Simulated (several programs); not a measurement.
A 5-atom cell of CsSnI3 started from a crystallographic database, relaxed with r2SCAN in Ansatz, was computed with several methods. Space group Pm-3m (No. 221), cubic; conventional cell a = 6.241 Å, 48.63 Å³ an atom. Cs has 12 I at 4.41 Å; Sn has 6 I at 3.12 Å; I has 2 Sn at 3.12 Å and 4 Cs at 4.41 Å. (Simulation; spin polarisation is off.)

```xyz
5
Lattice="6.2414 0.0000 0.0000 0.0000 6.2414 0.0000 0.0000 0.0000 6.2414" Properties=species:S:1:pos:R:3 pbc="T T T"
Cs    0.0000    0.0000    0.0000
Sn    3.1207    3.1207    3.1207
I     0.0000    3.1207    3.1207
I     3.1207    0.0000    3.1207
I     3.1207    3.1207    0.0000
```

Gaps and times are for a single point on this cell; volume and bulk modulus come from each method's own relaxation or energy curve at fixed shape. Times are rough, from shared hosts (AMD EPYC 7R13 Processor; Arm Neoverse N1; NVIDIA H100 80GB HBM3), and each method has its own mesh and cell size. A star marks a curve whose lowest point is an end point. PM6 (MOPAC), PM7 (MOPAC), GFN1-xTB (tblite), GFN2-xTB (tblite) treat a cluster of cells at its zone centre, which samples few k points: where these miss a band edge, the gap comes out too large for that reason alone. Gaps from k meshes are read at a limited set of points (mesh, symmetry points, PBE's band edges), so each method's own least gap may be somewhat smaller. xTB and the PM methods were fitted mostly to molecules, and can miss a solid's gap by electronvolts. Minimal bases can be far off for gaps. Times of the plane-wave rungs are withheld (a dash), since they come from other jobs, hosts and meshes; the meshes of hybrids and Hartree-Fock don't converge their gaps to the digits shown. GLLB-SC's gap includes the derivative discontinuity. d marks a direct gap, i an indirect one (no mark: not told apart), a dash a value that wasn't computed or didn't pass its checks.

```tsv
method	kind	gap (eV)	own volume (Å³/atom)	bulk modulus (GPa)	atoms computed	processor time
PBEsol	semilocal	–	46.68	–	5	–
GFN1-xTB (tblite)	tight binding	0.89	44.30	36	cluster	3.1 s
PM7 (MOPAC)	semi-empirical	6.11	46.15	61	cluster	3.7 s
GFN2-xTB (tblite)	tight binding	3.67	–	–	cluster	4.6 s
light PBE (260 eV, its own mesh)	light plane-wave	0.34 d	–	–	5	5.3 s
PBE+SOC	semilocal	0.01	–	–	5	–
PM6 (MOPAC)	semi-empirical	3.38	–	–	cluster	5.7 s
LDA	semilocal	0.36 d	44.25	–	5	–
PBE/SZV (CP2K)	small basis	0.42 d	54.37*	–	5	14 s
PBE	semilocal	0.38 d	50.01	15	5	–
PBE0	hybrid	1.53 d	–	–	5	–
HSE06	hybrid	0.85 d	–	–	5	–
PBE/DZVP (CP2K)	small basis	0.34 d	50.09	15	5	30 s
DDH-PBE0	hybrid	0.86 d	–	–	5	–
r2SCAN	semilocal	0.50 d	48.63	17	5	–
Hartree-Fock	exact exchange	5.68 d	–	–	5	–
GLLB-SC (GPAW)	model potential	0.79	–	–	5	110 s
```

Question: How far from the measured values lie the methods that can be set against them?

Answer:
- Volume, measured 47.8 Å³ an atom: PBEsol -2.3 %, GFN1-xTB (tblite) -7.3 %, PM7 (MOPAC) -3.4 %, LDA -7.4 %, PBE +4.6 %, PBE/DZVP (CP2K) +4.8 %, r2SCAN +1.7 %.
The calculations are for a static lattice; samples hold vibrations, temperature and, in optical gaps, excitons. A measured value is shown where most reports agree with it, and only for the quantities listed. Sources: 47.8 Å³ an atom (500 K; Crystallography Open Database).

Only the rows marked +SOC include spin-orbit coupling.
